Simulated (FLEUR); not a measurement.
# MoS2 (P-3m1) in FLEUR: convergence with minDistance

Aim: find how far minDistance must go before the results for MoS2 settle, at PBEsol. This setting moves, with any that are tied to it; all else stays.

All numbers are computed with FLEUR MaX-R8.1 (later development tree); they aren't measurements. Logs are shortened: lines on timing, memory, paths and dates and some standing lists are left out, and cuts for length are marked.

### Step 1. The structure

The structure is trigonal, space group P-3m1 (No. 164). The conventional cell has a = 3.227 Å, b = 3.227 Å, c = 6.312 Å, α = 90.00°, β = 90.00°, γ = 120.00°. Around Mo (site symmetry -3m) lie 6 S at 2.42 Å. S (site symmetry 3m) has 3 Mo at 2.42 Å as nearest neighbours.

Measurements of this composition are mostly on another form, of space group No. 194.

### Step 2. With minDistance 1e-06

File inp.xml:

```xml
<?xml version="1.0" encoding="UTF-8" standalone="no"?>
<fleurInput fleurInputVersion="0.39">
   <comment>
      MoS2                                                                                                
   </comment>
   <calculationSetup>
      <cutoffs Kmax="5.44" Gmax="16.9" GmaxXC="16.9" numbands="0"/>
      <scfLoop itmax="60" minDistance="0.000001" maxIterBroyd="15" imix="Anderson" alpha="0.05" precondParam="0.0" spinf="2.0" sdNocoIR="T"/>
      <coreElectrons ctail="T" frcor="F" kcrel="0" coretail_lmax="0"/>
      <xcFunctional name="PBEs" relativisticCorrections="F"/>
      <magnetism jspins="1"/>
      <soc l_soc="F" theta="0.0" phi="0.0" spav="F"/>
      <expertModes spex="0" secvar="F"/>
      <geometryOptimization l_f="T" forcealpha="1.0" forcemix="BFGS" epsdisp="0.0005" epsforce="0.0002"/>
      <ldaU l_linMix="F" mixParam="0.05" spinf="1.0"/>
   </calculationSetup>
   <cell>
      <bzIntegration valenceElectrons="26.0" mode="hist" fermiSmearingEnergy="0.00183747">
         <kPointListSelection listName="default-1"/>
         <!-- k-points included here -->
         <xi:include xmlns:xi="http://www.w3.org/2001/XInclude" href="kpts.xml"> </xi:include>
      </bzIntegration>
      <!-- symmetry operations included here -->
      <xi:include xmlns:xi="http://www.w3.org/2001/XInclude" href="sym.xml"> </xi:include>
      <bulkLattice scale="1.0">
         <bravaisMatrix>
            <row-1>    6.0990240982762058     0.0000000000000000     0.0000000000000000</row-1>
            <row-2>   -3.0495120491381029     5.2819098072880326     0.0000000000000000</row-2>
            <row-3>    0.0000000000000000     0.0000000000000000    11.9288459326171079</row-3>
         </bravaisMatrix>
      </bulkLattice>
   </cell>
   <atomSpecies>
      <species name="Molybdenum (Mo)" element="Mo" atomicNumber="42">
         <mtSphere radius="2.4" gridPoints="801" logIncrement="0.016"/>
         <atomicCutoffs lmax="10" lnonsphr="10"/>
         <electronConfig flipSpins="F">
            <coreConfig>(1s1/2) (2s1/2) (2p1/2) (2p3/2) (3s1/2) (3p1/2) (3p3/2) (3d3/2) (3d5/2)</coreConfig>
            <valenceConfig>(4s1/2) (4p1/2) (4p3/2) (5s1/2) (4d3/2) (4d5/2)</valenceConfig>
            <stateOccupation state="(5s1/2)" spinUp="0.500000" spinDown="0.500000"/>
            <stateOccupation state="(4d3/2)" spinUp="1.000000" spinDown="1.000000"/>
            <stateOccupation state="(4d5/2)" spinUp="1.500000" spinDown="1.500000"/>
         </electronConfig>
         <energyParameters s="5" p="5" d="4" f="4"/>
         <lo type="SCLO" l="0" n="4" eDeriv="0"/>
         <lo type="SCLO" l="1" n="4" eDeriv="0"/>
         <lo type="SCLO" l="1" n="4" eDeriv="1"/>
         <lo type="SCLO" l="2" n="4" eDeriv="2"/>
         <lo type="SCLO" l="3" n="4" eDeriv="2"/>
      </species>
      <species name="Sulfur (S)" element="S" atomicNumber="16">
         <mtSphere radius="1.8" gridPoints="603" logIncrement="0.019"/>
         <atomicCutoffs lmax="8" lnonsphr="8"/>
         <electronConfig flipSpins="F">
            <coreConfig>(1s1/2) (2s1/2) (2p1/2) (2p3/2)</coreConfig>
            <valenceConfig>(3s1/2) (3p1/2) (3p3/2)</valenceConfig>
            <stateOccupation state="(3p1/2)" spinUp="0.666667" spinDown="0.666667"/>
            <stateOccupation state="(3p3/2)" spinUp="1.333333" spinDown="1.333333"/>
         </electronConfig>
         <energyParameters s="3" p="3" d="3" f="4"/>
         <lo type="SCLO" l="0" n="3" eDeriv="2"/>
         <lo type="SCLO" l="1" n="3" eDeriv="2"/>
         <lo type="SCLO" l="2" n="3" eDeriv="2"/>
         <lo type="SCLO" l="3" n="4" eDeriv="2"/>
      </species>
   </atomSpecies>
   <atomGroups>
      <atomGroup species="Molybdenum (Mo)">
         <relPos label="                   1">.0000000000 .0000000000 1.000/2.000</relPos>
         <force calculate="T" relaxXYZ="TTT"/>
      </atomGroup>
      <atomGroup species="Sulfur (S)">
         <relPos label="                   2">-1.000/3.000 1.000/3.000 -.2553193200</relPos>
         <relPos label="                   3">1.000/3.000 -1.000/3.000 .2553193200</relPos>
         <force calculate="T" relaxXYZ="TTT"/>
      </atomGroup>
   </atomGroups>
   <output dos="F" band="F" slice="F">
      <checks vchk="F" cdinf="F"/>
      <bandDOS minEnergy="-.5*Htr" maxEnergy="0.5*Htr" sigma="0.015" storeEVData="T"/>
      <vacuumDOS vacdos="F" integ="F" star="F" nstars="0" locx1="0.0" locy1="0.0" locx2="0.0" locy2="0.0" nstm="0" tworkf="0.0"/>
      <unfoldingBand unfoldBand="F" supercellX="1" supercellY="1" supercellZ="1"/>
      <plotting iplot="0" polar="F">
         <plot TwoD="T" vec1="  1.0  0.0  0.0" vec2="  0.0  1.0  0.0" vec3="  0.0  0.0  1.0" zero="  0.0  0.0  0.0" file="plot"/>
      </plotting>
      <chargeDensitySlicing numkpt="0" minEigenval="0.0" maxEigenval="0.0" nnne="0" pallst="F"/>
      <specialOutput eonly="F"/>
      <moessbauerParams electricFieldGradient="T" isomerShift="T" coreHyperfine="T" valenceHyperfine="T"/>
      <magneticCircularDichroism mcd="F" energyLo="-10.0" energyUp="0.0"/>
   </output>
  <!-- We include the file relax.xml here to enable relaxations (see documentation) -->
  <xi:include xmlns:xi="http://www.w3.org/2001/XInclude" href="relax.xml"> <xi:fallback/> </xi:include>
</fleurInput>
```

File crystal.txt:

```
MoS2
&input cartesian=F /
3.2274645616  0.0000000000  0.0000000000
-1.6137322808  2.7950663001  0.0000000000
0.0000000000  0.0000000000  6.3124734200
1.8897261246
1.0 1.0 1.0

3
42 0.0000000000  0.0000000000  0.5000000000
16 0.6666666667  0.3333333333  0.7446806800
16 0.3333333333  0.6666666667  0.2553193200

&kpt div1=7 div2=7 div3=3 gamma=T /
```

Potentials or basis: all-electron, FLAPW.

Started as:

```
> inpgen -f crystal.txt -profile fastHighL
> # inp.xml edited to the form shown
> fleur_MPI
```

Output:

```text
Welcome to FLEUR        (www.flapw.de)
      MaX-Release 8.1          (www.max-centre.eu)

 ========== k-point set info ==========
 Selected k-point list: default-1
 k-point list type: mesh
 7 x 7 x 3
 Number of k points: 20

 ------------Calculation Setup---------------------------
 Number of MPI-tasks      :            1
 Number of PE/node        :            1
 Number of OMP-threads    :            1
 Most efficient MPI parallelization for:
           1           2           4           5          10          20
 Additional eigenvalue parallelization possible
 Number of basis functions:         1160
 Approximate size of matrices (H+S) per k-point:         0.020 GB
 --------------------------------------------------------
 Iteration:     1   Distance:      15.25390108 me/bohr^3
 Iteration:     2   Distance:      12.57554850 me/bohr^3
 Iteration:     3   Distance:       5.89676080 me/bohr^3
 Iteration:     4   Distance:      11.04333924 me/bohr^3
 Iteration:     5   Distance:       3.48947148 me/bohr^3
 Iteration:     6   Distance:       2.01378075 me/bohr^3
 Iteration:     7   Distance:       1.05296933 me/bohr^3
 Iteration:     8   Distance:       0.16792802 me/bohr^3
 Iteration:     9   Distance:       0.08800866 me/bohr^3
 Iteration:    10   Distance:       0.02109753 me/bohr^3
 Iteration:    11   Distance:       0.01473874 me/bohr^3
 Iteration:    12   Distance:       0.00490478 me/bohr^3
 Iteration:    13   Distance:       0.00520855 me/bohr^3
 Iteration:    14   Distance:       0.00095109 me/bohr^3
 Iteration:    15   Distance:       0.00093584 me/bohr^3
 Iteration:    16   Distance:       0.00065677 me/bohr^3
 Iteration:    17   Distance:       0.00022226 me/bohr^3
 Iteration:    18   Distance:       0.00009827 me/bohr^3
 Iteration:    19   Distance:       0.00002742 me/bohr^3
 Iteration:    20   Distance:       0.00000669 me/bohr^3
 Iteration:    21   Distance:       0.00000338 me/bohr^3
 Iteration:    22   Distance:       0.00000152 me/bohr^3
 Iteration:    23   Distance:       0.00000010 me/bohr^3

 ********************************************************************
 Run finished successfully
 Stop message:
   Structural relaxation: Done
 ********************************************************************
```

Run time: 5 min. Hardware: 1 thread of Arm Neoverse V2, shared host; peak memory 0.11 GiB.

Results:

* Free energy: -131829.5683 eV
* Largest force: 0.005 eV/Å
* Band gap on the k mesh: none (metal or under the smearing width)
* Valence electrons inside the program's atomic spheres: Mo 11.92; S 3.19 (radii Mo 2.4, S 1.8 bohr)

### Step 3. With minDistance 1e-05

inp.xml, as its differences from that of step 2:

```diff
@@ -7,3 +7,3 @@
       <cutoffs Kmax="5.44" Gmax="16.9" GmaxXC="16.9" numbands="0"/>
-      <scfLoop itmax="60" minDistance="0.000001" maxIterBroyd="15" imix="Anderson" alpha="0.05" precondParam="0.0" spinf="2.0" sdNocoIR="T"/>
+      <scfLoop itmax="60" minDistance="0.00001" maxIterBroyd="15" imix="Anderson" alpha="0.05" precondParam="0.0" spinf="2.0" sdNocoIR="T"/>
       <coreElectrons ctail="T" frcor="F" kcrel="0" coretail_lmax="0"/>
```

crystal.txt is that of step 2.

Potentials or basis: all-electron, FLAPW.

Started as:

```
> inpgen -f crystal.txt -profile fastHighL
> # inp.xml edited to the form shown
> fleur_MPI
```

Wall time 4.3 min (1 thread of Arm Neoverse V2, shared host); peak memory 0.11 GiB.

What came out:

```
Free energy                                           : -131829.5683 eV
Largest force                                         : 0.004 eV/Å
Band gap on the k mesh                                : none (metal or under the smearing width)
Valence electrons inside the program's atomic spheres : Mo 11.92; S 3.19 (radii Mo 2.4, S 1.8 bohr)
```

### Step 4. With minDistance 0.0001

inp.xml, as its differences from that of step 3:

```diff
@@ -7,3 +7,3 @@
       <cutoffs Kmax="5.44" Gmax="16.9" GmaxXC="16.9" numbands="0"/>
-      <scfLoop itmax="60" minDistance="0.00001" maxIterBroyd="15" imix="Anderson" alpha="0.05" precondParam="0.0" spinf="2.0" sdNocoIR="T"/>
+      <scfLoop itmax="60" minDistance="0.0001" maxIterBroyd="15" imix="Anderson" alpha="0.05" precondParam="0.0" spinf="2.0" sdNocoIR="T"/>
       <coreElectrons ctail="T" frcor="F" kcrel="0" coretail_lmax="0"/>
```

crystal.txt is that of step 3.

Started as:

```
> inpgen -f crystal.txt -profile fastHighL
> # inp.xml edited to the form shown
> fleur_MPI
```

It took 3.8 min on 1 thread of Arm Neoverse V2, shared host; peak memory 0.11 GiB.

What came out:

| Quantity | Value |
| --- | --- |
| Free energy | -131829.5683 eV |
| Largest force | 0.005 eV/Å |
| Band gap on the k mesh | none (metal or under the smearing width) |
| Valence electrons inside the program's atomic spheres | Mo 11.92; S 3.19 (radii Mo 2.4, S 1.8 bohr) |

### Step 5. With minDistance 0.001

inp.xml, as its differences from that of step 4:

```diff
@@ -7,3 +7,3 @@
       <cutoffs Kmax="5.44" Gmax="16.9" GmaxXC="16.9" numbands="0"/>
-      <scfLoop itmax="60" minDistance="0.0001" maxIterBroyd="15" imix="Anderson" alpha="0.05" precondParam="0.0" spinf="2.0" sdNocoIR="T"/>
+      <scfLoop itmax="60" minDistance="0.001" maxIterBroyd="15" imix="Anderson" alpha="0.05" precondParam="0.0" spinf="2.0" sdNocoIR="T"/>
       <coreElectrons ctail="T" frcor="F" kcrel="0" coretail_lmax="0"/>
```

crystal.txt is that of step 4.

Started as:

```
> inpgen -f crystal.txt -profile fastHighL
> # inp.xml edited to the form shown
> fleur_MPI
```

Wall time 3 min (1 thread of Arm Neoverse V2, shared host); peak memory 0.11 GiB.

Results:

```yaml
Free_energy: -131829.5683 eV
Largest_force: 0.005 eV/Å
Band_gap_on_the_k_mesh: none (metal or under the smearing width)
Valence_electrons_inside_the_program's_atomic_spheres: Mo 11.92; S 3.19 (radii Mo 2.4, S 1.8 bohr)
```

### Step 6. With minDistance 0.01

inp.xml, as its differences from that of step 5:

```diff
@@ -7,3 +7,3 @@
       <cutoffs Kmax="5.44" Gmax="16.9" GmaxXC="16.9" numbands="0"/>
-      <scfLoop itmax="60" minDistance="0.001" maxIterBroyd="15" imix="Anderson" alpha="0.05" precondParam="0.0" spinf="2.0" sdNocoIR="T"/>
+      <scfLoop itmax="60" minDistance="0.01" maxIterBroyd="15" imix="Anderson" alpha="0.05" precondParam="0.0" spinf="2.0" sdNocoIR="T"/>
       <coreElectrons ctail="T" frcor="F" kcrel="0" coretail_lmax="0"/>
```

crystal.txt is that of step 5.

Potentials or basis: all-electron, FLAPW.

Started as:

```
> inpgen -f crystal.txt -profile fastHighL
> # inp.xml edited to the form shown
> fleur_MPI
```

It took 3 min on 1 thread of Arm Neoverse V2, shared host; peak memory 0.11 GiB.

What came out:

```yaml
Free_energy: -131829.5683 eV
Largest_force: 0.005 eV/Å
Band_gap_on_the_k_mesh: none (metal or under the smearing width)
Valence_electrons_inside_the_program's_atomic_spheres: Mo 11.92; S 3.19 (radii Mo 2.4, S 1.8 bohr)
```

### Step 7. With minDistance 0.03

inp.xml, as its differences from that of step 6:

```diff
@@ -7,3 +7,3 @@
       <cutoffs Kmax="5.44" Gmax="16.9" GmaxXC="16.9" numbands="0"/>
-      <scfLoop itmax="60" minDistance="0.01" maxIterBroyd="15" imix="Anderson" alpha="0.05" precondParam="0.0" spinf="2.0" sdNocoIR="T"/>
+      <scfLoop itmax="60" minDistance="0.03" maxIterBroyd="15" imix="Anderson" alpha="0.05" precondParam="0.0" spinf="2.0" sdNocoIR="T"/>
       <coreElectrons ctail="T" frcor="F" kcrel="0" coretail_lmax="0"/>
```

crystal.txt is that of step 6.

Started as:

```
> inpgen -f crystal.txt -profile fastHighL
> # inp.xml edited to the form shown
> fleur_MPI
```

Wall time 3 min (1 thread of Arm Neoverse V2, shared host); peak memory 0.11 GiB.

Results:

```
Free energy                                           : -131829.5683 eV
Largest force                                         : 0.005 eV/Å
Band gap on the k mesh                                : none (metal or under the smearing width)
Valence electrons inside the program's atomic spheres : Mo 11.92; S 3.19 (radii Mo 2.4, S 1.8 bohr)
```

### Step 8. With minDistance 0.1

inp.xml, as its differences from that of step 7:

```diff
@@ -7,3 +7,3 @@
       <cutoffs Kmax="5.44" Gmax="16.9" GmaxXC="16.9" numbands="0"/>
-      <scfLoop itmax="60" minDistance="0.03" maxIterBroyd="15" imix="Anderson" alpha="0.05" precondParam="0.0" spinf="2.0" sdNocoIR="T"/>
+      <scfLoop itmax="60" minDistance="0.1" maxIterBroyd="15" imix="Anderson" alpha="0.05" precondParam="0.0" spinf="2.0" sdNocoIR="T"/>
       <coreElectrons ctail="T" frcor="F" kcrel="0" coretail_lmax="0"/>
```

crystal.txt is that of step 7.

Started as:

```
> inpgen -f crystal.txt -profile fastHighL
> # inp.xml edited to the form shown
> fleur_MPI
```

Wall time 3 min (1 thread of Arm Neoverse V2, shared host); peak memory 0.11 GiB.

Results:

```
Free energy                                           : -131829.5683 eV
Largest force                                         : 0.005 eV/Å
Band gap on the k mesh                                : none (metal or under the smearing width)
Valence electrons inside the program's atomic spheres : Mo 11.92; S 3.19 (radii Mo 2.4, S 1.8 bohr)
```

### Step 9. Result

```tsv
minDistance	energy less the tightest run, at zero smearing (meV/atom)	SCF cycles	CPU time (s)	peak memory (GiB)
1e-06	0.00	24	300	0.11
1e-05	0.00	21	260	0.11
0.0001	0.00	19	230	0.11
0.001	0.00	15	180	0.11
0.01	0.00	15	180	0.11
0.03	0.00	15	180	0.11
0.1	0.00	15	180	0.11
```

Against the tightest run, the energy stays within 1 meV/atom from 1e-06 on. The tightest run that finished is the yardstick and may itself not be fully converged.
